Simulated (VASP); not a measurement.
Here is a VASP 6.6.1 calculation.

INCAR

```
SYSTEM = Hf
PREC     = Accurate       ! precision mode
ENCUT    = 520            ! plane-wave cutoff, eV
EDIFF    = 1E-7           ! SCF threshold, eV
ISMEAR   = 0              ! smearing method
SIGMA    = 0.1            ! smearing width, eV
LREAL    = .FALSE.        ! projectors in reciprocal space
LASPH    = .TRUE.         ! aspherical terms in the spheres
NELM     = 100            ! most SCF steps
ALGO     = Fast           ! electronic algorithm
ISIF     = 2              ! what is computed and relaxed
LWAVE    = .FALSE.        ! write WAVECAR
LCHARG   = .TRUE.         ! write CHGCAR
GGA      = PS             ! functional
LELF     = .TRUE.         ! ELF
LVHAR    = .TRUE.       
NBANDS   = 11             ! bands
ISYM     = 0
```

Contents of KPOINTS:

```
Automatic mesh
0
G
  11 11 16
  0 0 0
```

Contents of POSCAR:

```
Hf
1.0
    3.1559006168      0.0000000000      0.0000000000
    0.0000000000      3.1559006168      0.0000000000
    1.5779503084      1.5779503084      2.1823370332
Hf
1
Direct
    0.0000000000      0.0000000000      0.0000000000
```

Potentials or basis: VASP PAW PBE potentials, release 64 (Hf_pv).

Command:

```console
$ cat potpaw_PBE.64/Hf_pv/POTCAR > POTCAR
$ mpirun -np 1 vasp_std > vasp.out
```

Estimate the band gap on the k mesh.

none (metal or under the smearing width).

What does it give for the pressure?

-1.4 GPa.

Stress tensor (GPa, compression positive):
```
-1.86  0.01  0.00
 0.01 -1.86  0.00
 0.00  0.00 -0.57
```

Caveat: the PAW data sets were made with another functional, which shifts forces and pressure a little. Spin-orbit coupling is left out, which matters for the levels of Hf.
